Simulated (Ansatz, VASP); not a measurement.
# Two plane-wave programs on CdTe

```
Cd Te
1.0
     0.00000    3.59767    2.54355
     3.59767    0.00000    2.54355
     3.59767    3.59767    0.00000
Cd Te
1 1
Direct
  0.00000 0.00000 0.00000
  0.75000 0.75000 0.75000
```

Alike in both runs: task single point; functional PBE; k mesh 8 × 8 × 8; occupations gaussian, width 0.05 eV; no spin polarisation.

|  | VASP | Ansatz |
| --- | --- | --- |
| version | VASP 6.6.1 | Ansatz 0.2.0 |
| potentials or method | VASP PAW PBE potentials, release 64 (Cd, Te) | scalar-relativistic, plane waves, PAW |
| plane-wave cutoff (eV) | 520 | 420 |
| valence electrons in the cell | 18 | 36 |

VASP gave:

```
gap on the k mesh at the Fermi level (eV)       : 0.17
least direct gap on the mesh (eV)               : 0.17
pressure (GPa)                                  : 2.0
largest component of the traceless stress (GPa) : 1.49
```

Problem. Estimate Ansatz's values.

Solution. gap on the k mesh at the Fermi level (eV): 0.17; least direct gap on the mesh (eV): 0.17; pressure (GPa): 1.9; largest component of the traceless stress (GPa): 1.52.

The two sets of potentials don't hold the same shells in valence.

Caveats: spin-orbit coupling is left out, which moves the levels of the heavy elements.
